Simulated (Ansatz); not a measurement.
Crystal: CuCl2.

```
Cu Cl
1.0
     4.52065    0.00000    0.00000
     0.00000    4.52065    0.00000
     0.00000    0.00000    4.31771
Cu Cl
1 2
Direct
  0.00000 0.00000 0.00000
  0.00000 0.50000 0.00000
  0.50000 0.00000 0.00000
```

Measurements of this composition are mostly on another form, of space group No. 12.

```yaml
Program: Ansatz 0.2.0
Task: relaxation of cell and atoms
Functional: PBEsol
Potentials_or_basis: Ansatz PAW
Cutoff: "420 eV (not typed: the program's choice for these potentials)"
k_mesh: 6 × 6 × 6
Occupations: fermi-dirac, width 0.05 eV
Spin: no spin polarisation
```

At the start: volume 29.41 Å³/atom.

Q: Where does the relaxation end?

A: It ends after 10 steps and the volume is 30.19 Å³/atom (+2.7 %); space group P4/mmm (No. 123, to 0.05 Å).

The path:
```
step  energy change (eV)  largest force (eV/Å)  volume (Å³)
   1              0.0000                0.0000        88.24
   2             -0.0163                0.0000        87.01
   3             -0.0219                0.0000        85.81
   4             -0.0219                0.0000        86.03
   5             -0.0220                0.0000        86.21
   6             -0.0221                0.0000        87.96
   7             -0.0221                0.0000        89.97
   8             -0.0222                0.0000        90.95
   9             -0.0222                0.0000        90.58
  10             -0.0225                0.0000        90.58
```

Final structure:
```
Cu Cl
1.0
     4.45196    0.00000    0.00000
     0.00000    4.45196    0.00000
     0.00000    0.00000    4.57027
Cu Cl
1 2
Direct
  0.00000 0.00000 0.00000
  0.00000 0.50000 0.00000
  0.50000 0.00000 0.00000
```

Caveat: the plane-wave basis is chosen anew once the cell has moved, so the energies of steps on either side of that aren't comparable; this functional lacks dispersion, which binds the layers, so the pressure and a relaxed spacing across them are unreliable; an odd number of electrons without spin polarisation forces a metal; a magnetic or distorted state may lie lower; the run has no spin polarisation, though such a crystal can be magnetic; the PAW data sets come from PBE, with cores solved anew for the run's functional, which leaves a small shift of forces and pressure.
